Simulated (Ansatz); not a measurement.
# Silicon, simple cubic: HSE06 after PBE

How do the levels change when part of the exchange is made exact, and what does it cost? Spin polarisation is left out. The cell comes from an earlier PBE relaxation. Exact exchange is dear, so the k-mesh is coarse, and PBE is run on the same mesh for comparison.

Program: Ansatz 0.2.0. Level of theory: DFT, plane waves (420 eV) with PBE-made PAW files, scalar-relativistic; functionals as named at each step. These are calculated values, not measurements.

### Step 1. The starting structure

The structure is cubic, space group Pm-3m (No. 221). The conventional cell has a = 2.530 Å, b = 2.530 Å, c = 2.530 Å, α = 90.00°, β = 90.00°, γ = 90.00°. Si (site symmetry m-3m) is surrounded by 6 Si at 2.53 Å.

As a file:

```
Si
1.0
     2.53032    0.00000    0.00000
     0.00000    2.53032    0.00000
     0.00000    0.00000    2.53032
Si
1
Direct
  0.00000 0.00000 0.00000
```

### Step 2. PBE on the coarse mesh

The run with PBE.

input.yaml reads:

```yaml
crystal:
  lattice:
    - [2.5303177015, 0.0, 0.0]
    - [0.0, 2.5303177015, 0.0]
    - [0.0, 0.0, 2.5303177015]
  atoms:
    - { symbol: Si, position: [0.0, 0.0, 0.0] }
hamiltonian:
  xc: pbe
  pseudopotentials:
    kind: paw
    azcp:
      Si: "pseudopotentials/Si.paw.azcp"
basis:
  ecutwfc: 420
  fft_grid_basis: typed
kpoints:
  mp_grid: { grid: [6, 6, 6], shift: [0, 0, 0] }
magnetization:
  spin_polarized: false
scf:
  occupations: { method: fermi_dirac, width: 0.1 }
```

The run is started by

```
> ansatz run input.yaml --threads 4 --pin off --max-ram 8192MiB --backend cpu --events-out ev --progress --plain --runs-dir out
```

The log of the run:

```text
Warning: RAYON_NUM_THREADS=4 ignored (pool sized by the plan → 4); use --threads N
Engine: ansatz 0.2.0, aarch64-unknown-linux-gnu
Pseudopotentials: kind: paw
Pseudopotential: Si, paw, valence charge 4, recommended cutoff 420 eV (normal), <dir>
Functional definition: PBE
  parameter kappa = 0.804
  parameter beta = 0.06672455060314922
  exchange = pbe_x(kappa = kappa, mu = beta*pi^2/3)
  correlation = pbe_c(beta = beta)
Crystal: 1 atoms, lattice volume = 16.200 Å³
Basis set: ecut = 420 eV, 305 PW (Γ)
Bands: 6, of which v1, the nominal top of the filled ones, is band 2 counted from 1 (1 counted from 0)
Symmetry: 48 space group operations
Space group: Pm-3m (ITA 221), of the structure as read, at distance tolerance 2.5e-5 Å
k-points: 20 of 216
Non-local potential: Si, projectors of the file, l = 0: 2, l = 1: 2, l = 2: 2
PAW form: soft (Blöchl's): semilocal exchange-correlation on the pseudo side does not see the compensation charge
PAW one-centre angular grid: Si, 110 points (default); XC on 64 Gauss nodes
Initial density: superposition of atomic densities (neutral atoms: chi_scale 0, normalization atom), corrected by the library's trained network
Initial wavefunctions: pseudopotential atomic-orbital guess
Functional: x = pbe(κ = 0.804, μ = 0.2195149727645171), c = pbe(β = 0.06672455060314922)
SCF iter   1: F=—  HF=-635.489320 eV  |F-HF|=—  |Δ(HF+E_count)|=         —  Δρ=1.89e-3  dr2=4.22e-4  ethr=1.77e-3  ⟨swp⟩=5.2  Hψ=1122  notcnv=0
preconditioner: auto → none  [insulator: Δε(μ)=0.459 eV  Ē_g=13.460 eV  σ=0.100 eV  W_gap=0.70  n_scr=0 (ndim 8)  ℏωp=18.5 eV  f_vac=0.000  D(μ)=0.74/eV (n_scr^D=6)  ε∞_Penn≈2.9]
SCF iter   2: F=—  HF=-635.489509 eV  |F-HF|=—  |Δ(HF+E_count)|=   1.89e-4  Δρ=1.03e-3  dr2=1.36e-4  ethr=1.05e-5  ⟨swp⟩=1.9  Hψ=305  notcnv=0
SCF iter   3: F=—  HF=-635.489584 eV  |F-HF|=—  |Δ(HF+E_count)|=   7.54e-5  Δρ=1.69e-4  dr2=6.16e-6  ethr=3.40e-6  ⟨swp⟩=2.0  Hψ=161  notcnv=0
SCF iter   4: F=—  HF=-635.489581 eV  |F-HF|=—  |Δ(HF+E_count)|=   2.75e-6  Δρ=7.44e-5  dr2=1.16e-6  ethr=1.54e-7  ⟨swp⟩=1.0  Hψ=128  notcnv=0
iter 5 did not close the SCF: its close was put off for the readings that it lacked (scf_convergence_deferred on its scf_iter line)
SCF iter   5: F=-635.489581 eV  HF=-635.489581 eV  |F-HF|=6.72e-10  |Δ(HF+E_count)|=   4.06e-7  Δρ=4.82e-6  dr2=4.39e-9  ethr=2.89e-8  ⟨swp⟩=1.9  Hψ=166  notcnv=0
SCF iter   6: F=-635.489581 eV  HF=-635.489581 eV  |F-HF|=2.78e-10  |Δ(HF+E_count)|=   1.59e-9  Δρ=2.29e-6  dr2=1.15e-9  ethr=1.10e-10  ⟨swp⟩=1.0  Hψ=333  notcnv=0
SCF 1 converged in 6 iterations: F = -635.489581 eV  dr2 = 1.15e-9
SCF converged after 6 iterations
Free energy (F): -635.489581 eV
Harris-Foulkes:  -635.489581 eV  (|F-HF|=2.78e-10)
Internal energy: -635.466727 eV  (E = F + TS)
E sigma→0 (E₀):  -635.478154 eV
Entropy (-TS):   -0.022854 eV (-22.854 meV/atom)
Fermi energy:    8.948539 eV
--- Per-component energies (eV) ---
  E_band       = 14.098836
  E_kinetic    = 40.249816
  E_local      = -6.096654  (includes V_loc(G=0)·N_el)
  E_nonlocal   = 25.644984
  E_hartree    = 1.776259
  E_xc         = -55.480120
  E_vxc        = -47.138441  (∫ρ·V_xc dr)
  E_paw        = -512.388061  (= ΣΔE_a)
  E_vpaw       = -2.113470  (= ΣTr[D̂ρ^β])
  E_aug_tail   = 0.000007  (compensation charges beyond the density's cutoff)
  E_ewald      = -129.172958
  E_smearing   = -0.022854  (= −TS)
  E_closure    = 0.000000  (closes the sum)
  Σ components = -635.489581   (vs F -635.489581, Δ=0.00e0)
```

Run time: 0.17 s. Hardware: 4 threads of Arm Neoverse V1, shared host; peak memory 0.22 GiB.

### Step 3. HSE06 on the coarse mesh

The run with HSE06.

Changes to input.yaml since step 2:

```diff
@@ -8,3 +8,3 @@
 hamiltonian:
-  xc: pbe
+  xc: hse06
   pseudopotentials:
```

The run is started by

```
> ansatz run input.yaml --threads 4 --pin off --max-ram 8192MiB --backend cpu --events-out ev --progress --plain --runs-dir out
```

The log of the run:

```text
Warning: RAYON_NUM_THREADS=4 ignored (pool sized by the plan → 4); use --threads N
Engine: ansatz 0.2.0, aarch64-unknown-linux-gnu
Pseudopotentials: kind: paw
Pseudopotential: Si, paw, valence charge 4, recommended cutoff 420 eV (normal), <dir>
Functional definition: HSE06
  parameter a = 0.25
  parameter omega = 0.11/bohr
  exchange = pbe_x - a*pbe_x_sr(omega) + a*exact_x_sr(omega)
  correlation = pbe_c
Crystal: 1 atoms, lattice volume = 16.200 Å³
Basis set: ecut = 420 eV, 305 PW (Γ)
Bands: 6, of which v1, the nominal top of the filled ones, is band 2 counted from 1 (1 counted from 0)
Symmetry: 48 space group operations
Space group: Pm-3m (ITA 221), of the structure as read, at distance tolerance 2.5e-5 Å
k-points: 20 of 216
Non-local potential: Si, projectors of the file, l = 0: 2, l = 1: 2, l = 2: 2
PAW form: soft (Blöchl's): semilocal exchange-correlation on the pseudo side does not see the compensation charge
PAW frozen core: Si, regenerated for the run's functional, and the local potential with it (the file was generated under x = pbe(κ = 0.804, μ = 0.2195149727645171), c = pbe(β = 0.06672455060314922))
PAW one-centre angular grid: Si, 110 points (default); XC on 64 Gauss nodes
Initial density: superposition of atomic densities (neutral atoms: chi_scale 0, normalization atom), corrected by the library's trained network
Initial wavefunctions: pseudopotential atomic-orbital guess
Functional: x = pbe(κ = 0.804, μ = 0.2195149727645171), c = pbe(β = 0.06672455060314922), warm-up for x = pbe(κ = 0.804, μ = 0.2195149727645171) + 0.25 (exact − pbe) at short range (hse, ω = 0.20786987370883472 Å⁻¹), c = pbe(β = 0.06672455060314922); HSE06 as pw.x's `hse` composes it (authors' and Libxc's form: `xc: wpbeh`)
SCF iter   1: F=—  HF=-635.487695 eV  |F-HF|=—  |Δ(HF+E_count)|=         —  Δρ=2.00e-3  dr2=5.87e-4  ethr=1.77e-3  ⟨swp⟩=6.7  Hψ=581  notcnv=0
preconditioner: auto → none  [insulator: Δε(μ)=0.459 eV  Ē_g=13.468 eV  σ=0.100 eV  W_gap=0.70  n_scr=0 (ndim 8)  ℏωp=18.5 eV  f_vac=0.000  D(μ)=0.74/eV (n_scr^D=6)]
SCF iter   2: F=—  HF=-635.487836 eV  |F-HF|=—  |Δ(HF+E_count)|=   1.42e-4  Δρ=9.86e-4  dr2=1.33e-4  ethr=1.47e-5  ⟨swp⟩=2.3  Hψ=181  notcnv=0  defer=1
iter 3 solved again at ethr=8.50e-9 eV; its pass at ethr=3.33e-6 eV (dr2=3.40e-7 eV) is discarded
SCF iter   3: F=—  HF=-635.487902 eV  |F-HF|=—  |Δ(HF+E_count)|=   6.52e-5  Δρ=6.80e-5  dr2=3.77e-7  ethr=8.50e-9  ⟨swp⟩=3.8  Hψ=395  notcnv=0
SCF iter   4: F=—  HF=-635.487902 eV  |F-HF|=—  |Δ(HF+E_count)|=   4.06e-7  Δρ=5.26e-6  dr2=4.78e-9  ethr=8.50e-9  ⟨swp⟩=2.8  Hψ=182  notcnv=0
SCF iter   5: F=-635.487902 eV  HF=-635.487902 eV  |F-HF|=1.37e-10  |Δ(HF+E_count)|=   5.26e-9  Δρ=9.40e-7  dr2=7.68e-11  ethr=1.19e-10  ⟨swp⟩=3.3  Hψ=199  notcnv=0
SCF 1 converged in 5 iterations: F = -635.487902 eV  dr2 = 7.68e-11
Initial density: handed on by an earlier stage of this run
Initial wavefunctions: those handed on with the density
Functional: x = pbe(κ = 0.804, μ = 0.2195149727645171) + 0.25 (exact − pbe) at short range (hse, ω = 0.20786987370883472 Å⁻¹), c = pbe(β = 0.06672455060314922); HSE06 as pw.x's `hse` composes it (authors' and Libxc's form: `xc: wpbeh`)
Exchange kernel: α = 0.2500, screened, ω = 0.2079 Å⁻¹, Wigner–Seitz truncation, v(0) = 1029.2589 eV·Å³, q-mesh 6×6×6, nearest image of the exchange supercell L = 15.18 Å, pair-density grid 12×12×12, without the augmentation charges, whose exchange is taken in its separable form by FFT convolution over the k-point mesh (sized by the pseudopotential files, 18×18×18 at the most), smooth part of the exact exchange by density-matrix convolution
Frozen-core exchange: fock
iter 1 solved again at ethr=4.23e-5 eV; its pass at ethr=1.00e-1 eV (dr2=1.69e-3 eV) is discarded
SCF iter   1: F=—  HF=-635.844207 eV  |F-HF|=—  |Δ(HF+E_count)|=         —  Δρ=2.97e-3  dr2=1.88e-3  ethr=4.23e-5  ⟨swp⟩=4.0  Hψ=602  notcnv=0
preconditioner: auto → none  [insulator: Δε(μ)=0.476 eV  Ē_g=14.995 eV  σ=0.100 eV  W_gap=0.69  n_scr=0 (ndim 8)  ℏωp=18.5 eV  f_vac=0.000  D(μ)=0.73/eV (n_scr^D=6)]
SCF iter   2: F=—  HF=-635.843305 eV  |F-HF|=—  |Δ(HF+E_count)|=   9.02e-4  Δρ=1.19e-3  dr2=2.97e-4  ethr=4.23e-5  ⟨swp⟩=2.0  Hψ=164  notcnv=0
SCF iter   3: F=—  HF=-635.843544 eV  |F-HF|=—  |Δ(HF+E_count)|=   2.39e-4  Δρ=2.21e-4  dr2=9.91e-6  ethr=6.46e-6  ⟨swp⟩=2.0  Hψ=164  notcnv=0
SCF iter   4: F=—  HF=-635.843542 eV  |F-HF|=—  |Δ(HF+E_count)|=   1.48e-6  Δρ=4.31e-5  dr2=7.67e-7  ethr=1.78e-7  ⟨swp⟩=3.7  Hψ=231  notcnv=0  defer=1
SCF iter   5: F=-635.843545 eV  HF=-635.843545 eV  |F-HF|=6.99e-9  |Δ(HF+E_count)|=   3.01e-6  Δρ=1.67e-5  dr2=5.40e-8  ethr=7.32e-9  ⟨swp⟩=3.1  Hψ=262  notcnv=0  defer=2
SCF 2 converged in 5 iterations: F = -635.843545 eV  dr2 = 5.40e-8
hybrid outer 1: dexx = +4.683e-4 eV, tail = 4.35e-7 eV
Exchange kernel: α = 0.2500, screened, ω = 0.2079 Å⁻¹, Wigner–Seitz truncation, v(0) = 1029.2589 eV·Å³, q-mesh 6×6×6, nearest image of the exchange supercell L = 15.18 Å, pair-density grid 12×12×12, without the augmentation charges, whose exchange is taken in its separable form by FFT convolution over the k-point mesh (sized by the pseudopotential files, 18×18×18 at the most), smooth part of the exact exchange by density-matrix convolution
Frozen-core exchange: fock
SCF iter   1: F=—  HF=-635.843550 eV  |F-HF|=—  |Δ(HF+E_count)|=         —  Δρ=1.99e-5  dr2=4.76e-8  ethr=5.44e-8  ⟨swp⟩=4.8  Hψ=377  notcnv=0
preconditioner: auto → none  [insulator: Δε(μ)=0.461 eV  Ē_g=14.990 eV  σ=0.100 eV  W_gap=0.67  n_scr=0 (ndim 8)  ℏωp=18.5 eV  f_vac=0.000  D(μ)=0.73/eV (n_scr^D=6)]
SCF iter   2: F=-635.843550 eV  HF=-635.843550 eV  |F-HF|=1.10e-8  |Δ(HF+E_count)|=  8.92e-10  Δρ=8.83e-6  dr2=1.55e-8  ethr=1.16e-9  ⟨swp⟩=2.5  Hψ=179  notcnv=0
SCF 3 converged in 2 iterations: F = -635.843550 eV  dr2 = 1.55e-8
hybrid outer 2: dexx = +7.658e-9 eV, tail = 3.32e-8 eV, Δε = 5.15e-4 eV (about 1.39e-4 eV left of the loop's levels)
hybrid SCF converged: 2 outer / 7 inner (+5 warm-up), last move |dexx| = 7.66e-9 eV, tail = 3.32e-8 eV
Stability not checked: this state was not tested for a lower state beside it, because the functional holds exact exchange (a hybrid, or Hartree-Fock), whose exchange loop this test does not read (fock_operator; see scf.lower_state_search)
Free energy (F): -635.843550 eV
Frozen-core exchange: fock
Harris-Foulkes:  -635.843550 eV  (|F-HF|=1.10e-8)
Internal energy: -635.821071 eV  (E = F + TS)
E sigma→0 (E₀):  -635.832310 eV
Entropy (-TS):   -0.022479 eV (-22.479 meV/atom)
Fermi energy:    8.980073 eV
--- Per-component energies (eV) ---
  E_band       = 10.993030
  E_kinetic    = 40.117627
  E_local      = -5.366403  (includes V_loc(G=0)·N_el)
  E_nonlocal   = 24.973284
  E_hartree    = 1.708362
  E_xc         = -45.281733
  E_vxc        = -38.538142  (∫ρ·V_xc dr)
  E_exx        = -5.360824  (= α·E_x^exact, valence–valence)
  E_paw        = -517.379316  (= ΣΔE_a)
  E_vpaw       = -2.888690  (= ΣTr[D̂ρ^β])
  E_aug_tail   = 0.000007  (compensation charges beyond the density's cutoff)
  E_ewald      = -129.172958
  E_core_change = -0.059116  (= ΣΔE_core)
  E_smearing   = -0.022479  (= −TS)
  E_closure    = -0.000000  (closes the sum)
  Σ components = -635.843550   (vs F -635.843550, Δ=0.00e0)
--- Band table (eV; the first three rows and the last of 20) ---
  k-point 0: bands = ["-6.2132", "16.9395", "16.9395", "17.2863"]
  k-point 1: bands = ["-5.5330", "10.8684", "17.4611", "17.8275"]
  k-point 2: bands = ["-3.5267", "5.0412", "18.8030", "19.3742"]
  k-point 19: bands = ["9.2896", "9.2896", "9.2896", "12.8174"]
  guard bands above this table: 2 of the run's 6 bands. The solve was not asked for them (output.publish_guard_bands: true or output.eigenvalues: true publishes all)
```

It took 1.4 s on 4 threads of Arm Neoverse V1, shared host; peak memory 0.45 GiB.

### Step 4. The functionals compared

| functional | gap on the mesh | Fermi energy (eV) | SCF cycles | exchange loops | CPU time |
| --- | --- | --- | --- | --- | --- |
| PBE | none (levels filled in part) | 8.949 | 6 | - | 0.33 s |
| HSE06 | none (levels filled in part) | 8.980 | 12 | 2 | 3.8 s |

### Step 5. Summary of results

| quantity | value |
| --- | --- |
| PBE: gap | none (levels filled in part) |
| HSE06: gap | none (levels filled in part) |
| HSE06: SCF cycles, exchange loops | 12, 2 |
| HSE06: CPU time over that of PBE | 11 |
| HSE06: relative to diamond | +480 meV/atom |

Neither PBE nor HSE06 shows a clean gap on this mesh. HSE06 cost 11 times the CPU time of PBE. The exchange operator of HSE06 was renewed in 2 outer loops. The dense-mesh value adds +16.3 meV/atom, the change that PBE shows between the coarse mesh and its own dense run (not shown). Under HSE06 it lies 480 meV/atom above diamond (computed apart in the same way); on such meshes a few tens of meV are uncertain for metals. Absolute energies differ from functional to functional, by eV per atom at times, and say nothing by themselves.
